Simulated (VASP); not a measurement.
**Bi2Se3 (Paraguanajuatite): single point with PBE**

Crystal: Bi2Se3 (Paraguanajuatite).

```
CELL_PARAMETERS angstrom
2.02921 1.17157 9.35048
-2.02921 1.17157 9.35048
0.00000 -2.34313 9.35048
ATOMIC_POSITIONS crystal
Bi 0.59920 0.59920 0.59920
Bi 0.40080 0.40080 0.40080
Se 0.78830 0.78830 0.78830
Se 0.21170 0.21170 0.21170
Se 0.00000 0.00000 0.00000
```

```yaml
Program: VASP 6.6.1
Task: single point
Functional: PBE
Potentials_or_basis: VASP PAW PBE potentials, release 64 (Bi_d, Se)
Cutoff: 520 eV
k_mesh: 8 × 8 × 8
Occupations: fermi-dirac, width 0.05 eV
Spin: no spin polarisation
```

- Pressure: 7.4 GPa
- Largest force: 0.701 eV/Å
- Band gap on the k mesh: 0.16 eV, direct

Forces in eV/Å, atoms in the order of the input:
```
Bi   0.000  0.000  0.371
Bi   0.000  0.000 -0.371
Se   0.000  0.000  0.701
Se   0.000  0.000 -0.701
Se   0.000  0.000  0.000
```

Levels at points of the mesh, in eV from the valence-band top:
```tsv
k point	band 22	band 23	band 24	band 25	band 26	band 27
(0.00, 0.00, 0.00)	-1.41	-1.41	0.00	0.16	1.32	1.32
(0.50, 0.00, 0.00)	-2.43	-1.44	-0.62	0.76	1.88	2.90
(0.50, 0.50, 0.00)	-2.07	-1.89	-1.11	1.26	1.88	2.64
(0.50, 0.50, 0.50)	-1.61	-1.61	-0.47	0.55	1.66	1.66
```

It took 16 min on 1 thread of Intel(R) Xeon(R) 6975P-C (Granite Rapids) (shared host), peak memory 0.81 GiB.

Caveat: spin-orbit coupling is left out, which as a rule narrows the gap of such compounds by several tenths of an eV. A k mesh can miss the band edges.
